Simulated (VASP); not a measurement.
A run of VASP 6.6.1:

File INCAR:

```
PREC = Accurate
ENCUT = 520
EDIFF = 1E-6
ISMEAR = 0
SIGMA = 0.15
LREAL = F
LASPH = T
NELM = 100
ALGO = Fast
ISIF = 2
LWAVE = F
LCHARG = F
GGA = PS
NBANDS = 15
```

File KPOINTS:

```
Automatic mesh
0
Gamma
  18 18 18
```

The input POSCAR:

```
ZrC
1.0
    0.0000000000      2.2562016000      2.3502100000
    2.2562016000      0.0000000000      2.3502100000
    2.2562016000      2.2562016000      0.0000000000
Zr C
1 1
Direct
    0.5000000000      0.5000000000      0.5000000000
    0.0000000000      0.0000000000      0.0000000000
```

Potentials or basis: VASP PAW PBE potentials, release 64 (Zr_sv, C).

Run with:

```sh
$ cat potpaw_PBE.64/Zr_sv/POTCAR potpaw_PBE.64/C/POTCAR > POTCAR
$ mpirun -np 1 vasp_std > vasp.out
```

Hardware: 1 thread of AMD EPYC 9R45 (Zen 5), with other jobs on the host.

Q: Estimate the wall time of this run.

A: It took 100 s on 1 thread of AMD EPYC 9R45 (Zen 5), with other jobs on the host, peak memory 0.25 GiB. Counts: scf iterations 16, k points 480.
